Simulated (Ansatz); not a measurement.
## CuO under changes of volume

One of the cells (9.643 Å³/atom); the others are scaled copies at fixed shape and fractional positions:

```
CELL_PARAMETERS angstrom
2.83633 0.00000 0.00000
-1.41816 2.45633 0.00000
0.00000 0.00000 2.76811
ATOMIC_POSITIONS crystal
Cu 0.00000 0.00000 0.00000
O 0.66667 0.33333 0.50000
```

Measurements of this composition are mostly on another form, of space group No. 15.

* Program: Ansatz 0.2.0
* Functional: PBE
* Potentials or basis: Ansatz PAW
* Cutoff: 420 eV (not typed: the program's choice for these potentials)
* k mesh: 11 × 11 × 10
* Occupations: fermi-dirac, width 0.05 eV
* Spin: no spin polarisation

```tsv
volume (Å³/atom)	energy over the lowest point (meV/atom)	pressure (GPa)
9.064	18.40	11.5
9.257	?	?
9.450	1.41	3.1
9.643	0.00	-0.5
9.836	2.67	-3.7
10.028	8.88	-6.5
10.221	18.35	-9.0
```

Question: What does the run at 9.257 Å³/atom give?

Answer: Energy over the lowest point 7.37 meV/atom; pressure 7.0 GPa.

Worked out: A Birch-Murnaghan fit of order 3 (a polynomial in V^(-2/3)) to the other rows has its minimum at 9.61 Å³/atom with B0 = V·E''(V) = 171 GPa and B' = 4.7 at fixed shape and positions, which overstates the stiffness. It gives 7.35 meV/atom at 9.257 Å³/atom, against the run's 7.37, and -dE/dV = 7.0 GPa, against 7.0.

Energies are extrapolated to zero smearing.

Caveats: an odd number of electrons without spin polarisation forces a metal; a magnetic or distorted state may lie lower; the run has no spin polarisation, though such a crystal can be magnetic.
